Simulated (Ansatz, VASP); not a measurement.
# One calculation of LiF, two programs

Contents of POSCAR:

```
LiF
1.0
    0.0000000000      2.0335207381      2.0335207381
    2.0335207381      0.0000000000      2.0335207381
    2.0335207381      2.0335207381      0.0000000000
Li F
1 1
Direct
    0.5000000000      0.5000000000      0.5000000000
    0.0000000000      0.0000000000      0.0000000000
```

The input INCAR.step1:

```
SYSTEM = LiF
  PREC = Accurate
  ENCUT = 520
  ISMEAR = 0
  SIGMA = 0.02
  LREAL = .FALSE.
  LASPH = .TRUE.
  NELM = 60
  NBANDS = 12
  GGA = PE
  ALGO = Normal
  EDIFF = 1E-4
  LWAVE = .TRUE.
  LCHARG = .FALSE.
```

Contents of INCAR.step2:

```
SYSTEM = LiF
  PREC = Accurate
  ENCUT = 520
  EDIFF = 1E-6
  ISMEAR = 0
  SIGMA = 0.02
  LREAL = .FALSE.
  LASPH = .TRUE.
  NELM = 60
  ALGO = Normal
  ISIF = 2
  LWAVE = .FALSE.
  LCHARG = .FALSE.
  METAGGA = R2SCAN
  LMIXTAU = .TRUE.
  NBANDS = 12
  ISTART = 1
```

The input KPOINTS:

```
Automatic mesh
0
G
  10 10 10
  0 0 0
```

Input for Ansatz:

```yaml
crystal:
  lattice:
    - [0.0, 2.0335207381, 2.0335207381]
    - [2.0335207381, 0.0, 2.0335207381]
    - [2.0335207381, 2.0335207381, 0.0]
  atoms:
    - { symbol: Li, position: [0.5, 0.5, 0.5] }
    - { symbol: F, position: [0.0, 0.0, 0.0] }
basis:
  ecutwfc: 500
kpoints:
  mp_grid: { grid: [10, 10, 10] }
  band_path:
    path:
      - [[0.0, 0.0, 0.0], [0.5, 0.0, 0.5], [0.625, 0.25, 0.625]]
      - [[0.375, 0.375, 0.75], [0.0, 0.0, 0.0], [0.5, 0.5, 0.5], [0.5, 0.25, 0.75], [0.5, 0.0, 0.5]]
    npoints: 14
hamiltonian:
  xc: r2scan
scf:
  occupations: { method: gaussian, width: 0.02 }
  n_extra_bands: 6
output:
  forces: true
  stress: true
  eigenvalues: true
  populations: true
  dos: { projected: true, de: 0.02, nscf_kmesh: { grid: [15, 15, 15] } }
  bader: true
  write_density: true
  write_potential: true
  elf: true
  volumetric_format: npy
```

Alike in both runs: task single point; functional r2SCAN; k mesh 10 × 10 × 10; occupations gaussian, width 0.02 eV; no spin polarisation.

```csv
,VASP,Ansatz
version,VASP 6.6.1,Ansatz 0.2.0
potentials or method,"VASP PAW PBE potentials, release 64 (Li_sv, F)","scalar-relativistic, plane waves, PAW"
plane-wave cutoff (eV),520,500
valence electrons in the cell,10,10
```

```tsv
	VASP	Ansatz	Ansatz less VASP
gap on the k mesh at the Fermi level (eV)	9.98	9.80	-0.189
least direct gap on the mesh (eV)	9.98	9.80	-0.189
```

 A k mesh can miss the band edges.
